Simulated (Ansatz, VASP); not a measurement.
## BaZrO3 in VASP and in Ansatz

```
Ba Zr O
1.0
     4.22716    0.00000    0.00000
     0.00000    4.22716    0.00000
     0.00000    0.00000    4.22716
Ba Zr O
1 1 3
Direct
  0.00000 0.00000 0.00000
  0.50000 0.50000 0.50000
  0.00000 0.50000 0.50000
  0.50000 0.00000 0.50000
  0.50000 0.50000 0.00000
```

Alike in both runs: functional PBE; k mesh 6 × 6 × 6; occupations gaussian, width 0.02 eV; no spin polarisation.

Ansatz relaxed the structure, and its values are those at the end. VASP's run is a single point on that final structure, the one shown.

|  | VASP | Ansatz |
| --- | --- | --- |
| version | VASP 6.6.1 | Ansatz 0.2.0 |
| potentials or method | VASP PAW PBE potentials, release 64 (Ba_sv, Zr_sv, O) | scalar-relativistic, plane waves, PAW |
| plane-wave cutoff (eV) | 520 | 420 |
| valence electrons in the cell | 40 | 40 |

VASP gave:

- gap on the k mesh at the Fermi level (eV): 3.13
- least direct gap on the mesh (eV): 3.38
- pressure (GPa): 0.9

Task: Which values does Ansatz return?

Result: gap on the k mesh at the Fermi level (eV): 3.18; least direct gap on the mesh (eV): 3.40; pressure (GPa): 0.0.

With one functional, cell and mesh, what is left measures potentials, basis and numerics.

Caveats: spin-orbit coupling is left out, which moves the levels of the heavy elements. As with any semilocal functional, this PBE gap is likely too small. A k mesh can miss the band edges.
